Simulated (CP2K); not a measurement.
**Sn under changes of volume**

One of the cells (33.803 Å³/atom); the others are scaled copies at fixed shape and fractional positions:

```
CELL_PARAMETERS angstrom
4.57264 0.00000 0.00000
2.28632 3.96002 0.00000
2.28632 1.32001 3.73354
ATOMIC_POSITIONS crystal
Sn 0.75000 0.75000 0.75000
Sn 0.50000 0.50000 0.50000
```

This isn't the form of Sn at room conditions, which is tetragonal (white tin).

* Program: CP2K 2026.2
* Functional: PBEsol
* Potentials or basis: POTENTIAL_UZH Sn GTH-PBE-q4; DZVP-MOLOPT-PBE-GTH basis
* Density cutoff: 6123 eV
* k mesh: 7 × 7 × 7
* Occupations: fermi-dirac, width 0.05 eV
* Spin: no spin polarisation

```csv
volume (Å³/atom),energy over the lowest point (meV/atom),pressure (GPa)
31.775,?,?
32.451,75.28,6.4
33.127,51.05,5.1
33.803,31.87,4.0
34.479,17.26,3.0
35.155,6.78,2.1
35.831,0.00,1.2
```

What does the run at 31.775 Å³/atom give?

Energy over the lowest point 105.04 meV/atom; pressure 7.7 GPa.

Worked out: A Birch-Murnaghan fit of order 3 (a polynomial in V^(-2/3)) to the other rows has no minimum within the range. It gives 105.14 meV/atom at 31.775 Å³/atom, against the run's 105.04, and -dE/dV = 7.8 GPa, against 7.7.

Energies are extrapolated to zero smearing.

Caveats: the potentials were made for another functional, which shifts forces and pressure; the basis of atomic orbitals isn't converged, which shifts pressures, moduli and gaps.
